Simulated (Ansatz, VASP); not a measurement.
## Two plane-wave programs on Ba

File INCAR:

```
PREC     = Accurate       # precision mode
ENCUT    = 520            # plane-wave cutoff, eV
EDIFF    = 1E-7           # SCF threshold, eV
ISMEAR   = -1             # smearing method
SIGMA    = 0.1            # smearing width, eV
LREAL    = False          # projectors in reciprocal space
LASPH    = True           # aspherical terms in the spheres
NELM     = 60             # most SCF steps
ALGO     = Normal         # electronic algorithm
ISIF     = 2              # what is computed and relaxed
LWAVE    = False          # write WAVECAR
LCHARG   = False          # write CHGCAR
GGA      = PE             # functional
NBANDS   = 11             # bands
```

File KPOINTS:

```
Automatic mesh
0
Gamma
  4 4 4
```

Contents of POSCAR:

```
Ba
1.0
   -2.5124914082      2.5124914082      2.5124914082
    2.5124914082     -2.5124914082      2.5124914082
    2.5124914082      2.5124914082     -2.5124914082
Ba
1
Direct
    0.0000000000      0.0000000000      0.0000000000
```

Input for Ansatz:

```yaml
crystal:
  lattice:
    - [-2.5124914082, 2.5124914082, 2.5124914082]
    - [2.5124914082, -2.5124914082, 2.5124914082]
    - [2.5124914082, 2.5124914082, -2.5124914082]
  atoms:
    - { symbol: Ba, position: [0.0, 0.0, 0.0] }
hamiltonian:
  xc: pbe
  pseudopotentials:
    kind: paw
    azcp:
      Ba: "pseudopotentials/Ba.paw.azcp"
basis:
  ecutwfc: 420
  fft_grid_basis: typed
kpoints:
  mp_grid: { grid: [4, 4, 4], shift: [0, 0, 0] }
magnetization:
  spin_polarized: false
scf:
  occupations: { method: fermi_dirac, width: 0.1 }
  lower_state_search: "off"
output:
  stress: true
```

Alike in both runs: task single point; functional PBE; k mesh 4 × 4 × 4; occupations fermi-dirac, width 0.1 eV; no spin polarisation.

|  | VASP | Ansatz |
| --- | --- | --- |
| version | VASP 6.6.1 | Ansatz 0.2.0 |
| potentials or method | VASP PAW PBE potentials, release 64 (Ba_sv) | plane waves (420 eV) with PAW, scalar-relativistic |
| plane-wave cutoff (eV) | 520 | 420 |
| valence electrons in the cell | 10 | 10 |

```tsv
	VASP	Ansatz	Ansatz less VASP
pressure (GPa)	0.3	0.3	-0.05
```

Caveats: the k mesh is coarse (spacing up to 0.44 Å⁻¹), so the values aren't converged. The runs have no spin-orbit coupling, so splittings on Ba are missing.
